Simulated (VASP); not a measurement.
# GdN (Fm-3m) in VASP: further runs, part 2 of 2

VASP 6.6.1. Earlier steps stand in the parts before.

## (3) Single point, PBE+U, collinear spin, antiferromagnetic start

INCAR reads:

```
ALGO     = All            # electronic algorithm
EDIFF    = 1E-6           # SCF threshold, eV
ENCUT    = 520            # plane-wave cutoff, eV
GGA      = PE             # functional
ISIF     = 2              # what is computed and relaxed
ISMEAR   = -1             # smearing method
ISPIN    = 2              # spin polarisation
LASPH    = True           # aspherical terms in the spheres
LCHARG   = False          # write CHGCAR
LDAU     = True           # DFT+U
LDAUJ    = 0 0          
LDAUL    = 3 -1           # shell
LDAUPRINT= 1            
LDAUTYPE = 2            
LDAUU    = 6 0            # U, eV
LMAXMIX  = 6              # l up to which the mixer works
LORBIT   = 11             # projections on sites
LREAL    = False          # projectors in reciprocal space
LWAVE    = False          # write WAVECAR
MAGMOM   = 7 -7 0 0       # initial moments
NBANDS   = 35             # bands
NELM     = 300            # most SCF steps
PREC     = Accurate       # precision mode
SIGMA    = 0.05           # smearing width, eV
```

KPOINTS reads:

```
k-points
0
Gamma
  8 8 6
```

POSCAR reads:

```
GdN
1.0
    2.4750000000     -2.4750000000      0.0000000000
    2.4750000000      2.4750000000      0.0000000000
    0.0000000000      0.0000000000      4.9500000000
Gd N
2 2
Direct
    0.0000000000      0.0000000000      0.0000000000
    0.5000000000      0.5000000000      0.5000000000
    0.5000000000      0.5000000000      0.0000000000
    0.0000000000      0.0000000000      0.5000000000
```

Potentials or basis: VASP PAW PBE potentials, release 64 (Gd, N).

Command:

```
> cat potpaw_PBE.64/Gd/POTCAR potpaw_PBE.64/N/POTCAR > POTCAR
> mpirun -np 1 vasp_std > vasp.out
```

OUTCAR:

```text
EDIFF = 1E-6
   ENCUT = 520
   GGA = PE
   ISIF = 2
   ISMEAR = -1
   ISPIN = 2
   LASPH = True
   LORBIT = 11
   LREAL = False
   NELM = 300
   PREC = Accurate

 ion  position               nearest neighbor table
   1  0.000  0.000  0.000-   3 2.48   4 2.48   4 2.48   3 2.48   3 2.48   3 2.48   2 3.50   2 3.50
                             2 3.50   2 3.50   2 3.50   2 3.50   2 3.50   2 3.50
   2  0.500  0.500  0.500-   3 2.48   4 2.48   3 2.48   4 2.48   4 2.48   4 2.48   1 3.50   1 3.50
                             1 3.50   1 3.50   1 3.50   1 3.50   1 3.50   1 3.50
   3  0.500  0.500  0.000-   1 2.48   2 2.48   2 2.48   1 2.48   1 2.48   1 2.48
   4  0.000  0.000  0.500-   1 2.48   2 2.48   1 2.48   2 2.48   2 2.48   2 2.48

  LATTYP: Found a simple tetragonal cell.
 ALAT       =     3.5001785669
 C/A-ratio  =     1.4142135624

  Lattice vectors:

 A1 = (   2.4750000000,  -2.4750000000,   0.0000000000)
 A2 = (   2.4750000000,   2.4750000000,   0.0000000000)
 A3 = (   0.0000000000,   0.0000000000,   4.9500000000)

Analysis of symmetry for initial positions (statically):
=====================================================================
 Subroutine PRICEL returns following result:

  LATTYP: Found a face centered cubic cell.
 ALAT       =     4.9500000000
[... 12 lines left out ...]
 Subroutine GETGRP returns: Found 16 space group operations
 (whereof 16 operations were pure point group operations)
 out of a pool of 16 trial point group operations.

The static configuration has the point symmetry D_4h.

Analysis of symmetry for dynamics (positions and initial velocities):
=====================================================================
 Subroutine PRICEL returns following result:

  LATTYP: Found a face centered cubic cell.
 ALAT       =     4.9500000000
[... 12 lines left out ...]
 Subroutine GETGRP returns: Found 16 space group operations
 (whereof 16 operations were pure point group operations)
 out of a pool of 16 trial point group operations.

The dynamic configuration has the point symmetry D_4h.

Analysis of structural, dynamic, and magnetic symmetry:
=====================================================================
 Subroutine PRICEL returns following result:

  LATTYP: Found a face centered cubic cell.
 ALAT       =     4.9500000000
[... 12 lines left out ...]
 Subroutine GETGRP returns: Found 16 space group operations
 (whereof 16 operations were pure point group operations)
[... 216 lines left out ...]
  o =  0.0036  v =  0.0000  0.0000 -0.0000  0.0000 -0.0000  1.0000 -0.0000  0.0000  0.0000  0.0000  0.0000  0.0000  0.0000  0.0000      0.0000  0.0000  0.0000  0.0000  0.0000  0.0000  0.0000  0.0000  0.0000  0.0000  0.0000  0.0000  0.0000  0.0000
  o =  0.0105  v =  0.0000 -0.0000  0.0000 -1.0000  0.0000  0.0000 -0.0000  0.0000  0.0000  0.0000  0.0000  0.0000  0.0000  0.0000      0.0000  0.0000  0.0000  0.0000  0.0000  0.0000  0.0000  0.0000  0.0000  0.0000  0.0000  0.0000  0.0000  0.0000
  o =  0.0107  v =  0.7953 -0.0000  0.6061  0.0000 -0.0072  0.0000  0.0094  0.0000  0.0000  0.0000  0.0000  0.0000  0.0000  0.0000      0.0000  0.0000  0.0000  0.0000  0.0000  0.0000  0.0000  0.0000  0.0000  0.0000  0.0000  0.0000  0.0000  0.0000
  o =  0.0107  v = -0.0094  0.0000 -0.0072 -0.0000 -0.6061  0.0000  0.7953  0.0000  0.0000  0.0000  0.0000  0.0000  0.0000  0.0000      0.0000  0.0000  0.0000  0.0000  0.0000  0.0000  0.0000  0.0000  0.0000  0.0000  0.0000  0.0000  0.0000  0.0000
  o =  0.9888  v =  0.0000  0.0000  0.0000  0.0000  0.0000  0.0000  0.0000 -0.0000  1.0000  0.0000  0.0000 -0.0000 -0.0000 -0.0000      0.0000  0.0000  0.0000  0.0000  0.0000  0.0000  0.0000  0.0000  0.0000  0.0000  0.0000  0.0000  0.0000  0.0000
  o =  0.9904  v =  0.0000  0.0000  0.0000  0.0000  0.0000  0.0000  0.0000 -0.0000 -0.0000  0.0000 -0.0000  0.0000 -1.0000  0.0000      0.0000  0.0000  0.0000  0.0000  0.0000  0.0000  0.0000  0.0000  0.0000  0.0000  0.0000  0.0000  0.0000  0.0000
  o =  0.9904  v =  0.0000  0.0000  0.0000  0.0000  0.0000  0.0000  0.0000 -0.0267  0.0000  0.0310 -0.0000  0.7579  0.0000  0.6511      0.0000  0.0000  0.0000  0.0000  0.0000  0.0000  0.0000  0.0000  0.0000  0.0000  0.0000  0.0000  0.0000  0.0000
  o =  0.9904  v =  0.0000  0.0000  0.0000  0.0000  0.0000  0.0000  0.0000 -0.6511 -0.0000  0.7579  0.0000 -0.0310 -0.0000 -0.0267      0.0000  0.0000  0.0000  0.0000  0.0000  0.0000  0.0000  0.0000  0.0000  0.0000  0.0000  0.0000  0.0000  0.0000
  o =  0.9929  v =  0.0000  0.0000  0.0000  0.0000  0.0000  0.0000  0.0000  0.7585 -0.0000  0.6516  0.0000  0.0000  0.0000 -0.0000      0.0000  0.0000  0.0000  0.0000  0.0000  0.0000  0.0000  0.0000  0.0000  0.0000  0.0000  0.0000  0.0000  0.0000
  o =  0.9929  v =  0.0000  0.0000  0.0000  0.0000  0.0000  0.0000  0.0000  0.0000  0.0000  0.0000 -0.0000 -0.6516 -0.0000  0.7585      0.0000  0.0000  0.0000  0.0000  0.0000  0.0000  0.0000  0.0000  0.0000  0.0000  0.0000  0.0000  0.0000  0.0000
  o =  0.9932  v =  0.0000  0.0000  0.0000  0.0000  0.0000  0.0000  0.0000 -0.0000 -0.0000 -0.0000  1.0000 -0.0000 -0.0000  0.0000      0.0000  0.0000  0.0000  0.0000  0.0000  0.0000  0.0000  0.0000  0.0000  0.0000  0.0000  0.0000  0.0000  0.0000

 number of electron      45.9999992 magnetization      -0.0000000

 Free energy of the ion-electron system (eV)
  ---------------------------------------------------
  ext. energy  EPLUGINS =         0.00000000
  ---------------------------------------------------
  free energy    TOTEN  =       -45.57125088 eV

  energy without entropy =      -45.56924067  energy(sigma->0) =      -45.57024578

 E-fermi :   3.8779     XC(G=0): -11.6943

 val. band max:        3.8505667977   @ k =   0.5000   0.5000   0.0000
 cond. band min:       3.8963887727   @ k =   0.0000   0.0000   0.0000
 fundamental gap:      0.0458219750
 Fermi energy:         3.8779408458

 spin component 1

 k-point     1 :       0.0000    0.0000    0.0000
  band No.  band energies     occupation
      1     -39.6165      1.00000
      2     -36.4933      1.00000
      3     -17.2413      1.00000
      4     -16.8526      1.00000
      5     -16.8526      1.00000
      6     -14.8732      1.00000
[... 1817 lines left out ...]
     34      10.4580      0.00000
     35      10.9158      0.00000

 [... further k-points ...]

------------------------ aborting loop because EDIFF is reached ----------------------------------------

  FORCE on cell =-STRESS in cart. coord.  units (eV):
  Direction    XX          YY          ZZ          XY          YZ          ZX
  --------------------------------------------------------------------------------------
  -------------------------------------------------------------------------------------
  Total        2.0536781      2.0536781      2.1173851      0.0000000     -0.0000000      0.0000000
  in kB       54.2571961     54.2571961     55.9403063      0.0000000     -0.0000000      0.0000000
  external PRESSURE =      54.8182329 kB  Pullay stress =       0.0000000 kB

 VOLUME and BASIS-vectors are now :
 -----------------------------------------------------------------------------
  energy-cutoff  :      520.00
  volume of cell :       60.64
      direct lattice vectors                 reciprocal lattice vectors
     2.475000000 -2.475000000  0.000000000     0.202020202 -0.202020202  0.000000000
     2.475000000  2.475000000  0.000000000     0.202020202  0.202020202  0.000000000
     0.000000000  0.000000000  4.950000000     0.000000000  0.000000000  0.202020202

 POSITION                                       TOTAL-FORCE (eV/Angst)
 -----------------------------------------------------------------------------------
      0.00000      0.00000      0.00000         0.000000      0.000000      0.000000
      2.47500      0.00000      2.47500         0.000000     -0.000000     -0.000000
      2.47500      0.00000      0.00000        -0.000000      0.000000      0.000000
      0.00000      0.00000      2.47500        -0.000000      0.000000      0.000000
 -----------------------------------------------------------------------------------
    total drift:                                0.000000      0.000000      0.000000

  FREE ENERGIE OF THE ION-ELECTRON SYSTEM (eV)
  ---------------------------------------------------
  free  energy   TOTEN  =       -45.5712508839 eV

  energy  without entropy=      -45.5692406812  energy(sigma->0) =      -45.57024578

 total charge

# of ion       s       p       d       f       tot
--------------------------------------------------
    1        2.037   5.674   0.555   6.975  15.241
    2        2.037   5.674   0.555   6.975  15.241
    3        1.250   2.401   0.000   0.000   3.651
    4        1.250   2.401   0.000   0.000   3.651
--------------------------------------------------
tot          6.574  16.150   1.110  13.949  37.784

 magnetization (x)

# of ion       s       p       d       f       tot
--------------------------------------------------
    1       -0.005  -0.086   0.053   6.891   6.852
    2        0.005   0.086  -0.053  -6.891  -6.852
    3       -0.003  -0.037   0.000   0.000  -0.040
    4        0.003   0.037   0.000   0.000   0.040
--------------------------------------------------
tot          0.000   0.000  -0.000   0.000   0.000
```

Wall time 16 min (1 thread of Intel Xeon Platinum 8488C (Sapphire Rapids), shared host); peak memory 0.57 GiB.

Results:

- Free energy: -45.5713 eV
- Pressure: 5.5 GPa
- Band gap on the k mesh: none (metal or under the smearing width)
- Net moment: 0.00 μB per cell
- Site moments: Gd +6.85, -6.85; N -0.04, +0.04 μB
- Valence electrons inside the program's atomic spheres: Gd 15.24; N 3.65

Levels at points of the mesh, in eV from the Fermi level:
Spin up:
```
           k point  band 19  band 20  band 21  band 22  band 23  band 24  band 25  band 26  band 27  band 28
(0.00, 0.00, 0.00)    -0.31    -0.31    -0.05    -0.04     0.02     0.02     3.06     3.06     3.13     3.84
(0.50, 0.00, 0.00)    -3.12    -2.20    -2.03    -1.30    -1.27     3.55     4.35     4.63     4.82     5.09
(0.50, 0.50, 0.00)    -1.04    -0.34    -0.24    -0.24    -0.16    -0.03    -0.03     5.17     5.17     5.35
(0.00, 0.00, 0.50)    -2.47    -0.61    -0.61    -0.29    -0.29     0.82     1.53     4.75     4.80     4.80
(0.50, 0.00, 0.50)    -4.05    -2.47    -2.42    -2.34    -2.28     4.81     4.94     5.06     5.18     5.24
(0.50, 0.50, 0.50)    -2.02    -1.32    -1.32    -1.18    -1.18     3.25     3.25     4.26     4.26     5.17
```
Spin down:
```tsv
k point	band 20	band 21	band 22	band 23	band 24	band 25	band 26	band 27
(0.00, 0.00, 0.00)	-0.31	-0.05	-0.04	0.02	0.02	3.06	3.06	3.13
(0.50, 0.00, 0.00)	-2.20	-2.03	-1.30	-1.27	3.55	4.35	4.63	4.82
(0.50, 0.50, 0.00)	-0.34	-0.24	-0.24	-0.16	-0.03	-0.03	5.17	5.17
(0.00, 0.00, 0.50)	-0.61	-0.61	-0.29	-0.29	0.82	1.53	4.75	4.80
(0.50, 0.00, 0.50)	-2.47	-2.42	-2.34	-2.28	4.81	4.94	5.06	5.18
(0.50, 0.50, 0.50)	-1.32	-1.32	-1.18	-1.18	3.25	3.25	4.26	4.26
```

Eigenvalues of the final occupation matrices:
```tsv
site	spin	trace	eigenvalues
site 1 f	1	6.94	0.99 0.99 0.99 0.99 0.99 0.99 0.99
site 1 f	2	0.04	0.00 0.00 0.00 0.00 0.01 0.01 0.01
site 2 f	1	0.04	0.00 0.00 0.00 0.00 0.01 0.01 0.01
site 2 f	2	6.94	0.99 0.99 0.99 0.99 0.99 0.99 0.99
```

Caveat: spin-orbit coupling is left out, which moves the levels of the heavy elements. The state reached can hang on the start; a lower one may exist.
